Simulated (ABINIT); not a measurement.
Write the native input for ABINIT 10.8.3 (patched build) that does the following.

```
Task                : single point
Functional          : PBE
Potentials or basis : JTH PAW PBE v2.0
Cutoff              : 626 eV
k mesh              : 6 × 6 × 6
Occupations         : fermi-dirac, width 0.05 eV
Spin                : no spin polarisation
Fine-grid cutoff    : 1224.51 eV
```

Crystal: BaZrO3.

```
CELL_PARAMETERS angstrom
4.19134 0.00000 0.00000
0.00000 4.19134 0.00000
0.00000 0.00000 4.19134
ATOMIC_POSITIONS crystal
Ba 0.00020 0.00777 0.99258
Zr 0.50054 0.50828 0.49188
O 0.49283 0.50117 0.00047
O 0.49436 0.00155 0.50659
O 0.99417 0.50599 0.50463
```

The cell isn't the ideal one: atoms moved at random, drawn with an rms of 0.05 Å.

These files were run (other wordings do the same):

run.abi

```
pp_dirpath "./"
pseudos "Ba.GGA_PBE-JTH.xml, Zr.GGA_PBE-JTH.xml, O.GGA_PBE-JTH.xml"

acell 7.9204846952 7.9204846952 7.9204846952
rprim
     1.0000000000     0.0000000000     0.0000000000
     0.0000000000     1.0000000000     0.0000000000
     0.0000000000     0.0000000000     1.0000000000
ntypat 3
znucl 56 40 8
natom 5
typat 1 2 3 3 3
xred
     0.0001980000     0.0077720000    -0.0074240000
     0.5005400000     0.5082770000     0.4918760000
     0.4928290000     0.5011710000     0.0004680000
     0.4943580000     0.0015540000     0.5065890000
    -0.0058270000     0.5059910000     0.5046290000
chkprim 0
chksymtnons 0
tolsym 1.0e-6

ecut 625.861884 eV
pawecutdg 45.0
pawxcdev 0

kptopt 1
ngkpt 6 6 6
nshiftk 1
shiftk 0.0 0.0 0.0

ixc 11

nband 24
occopt 3
tsmear 0.00183747

nstep 100
tolvrs 1.0e-9

iomode 3
prtwf 0
prtden 0
prteig 0
prtebands 0
```

Potentials or basis: JTH PAW PBE v2.0.

The run is started by

```console
$ abinit run.abi > log 2>&1
```

Results of the run:

```
Pressure                                              : 4.5 GPa
Largest force                                         : 0.282 eV/Å
Band gap on the k mesh                                : 3.22 eV, indirect (least direct gap 3.45 eV)
Valence electrons inside the program's atomic spheres : Ba 6.51; Zr 9.00; O 4.58, 4.57
```

Caveat: this set's barium file shifts pressures by 1.5 GPa and gaps by 0.1 eV against other sets; spin-orbit coupling is left out, which moves the levels of the heavy elements.

It took 4.2 min on 1 thread of Arm Neoverse V2, with other jobs on the host, peak memory 0.3 GiB.
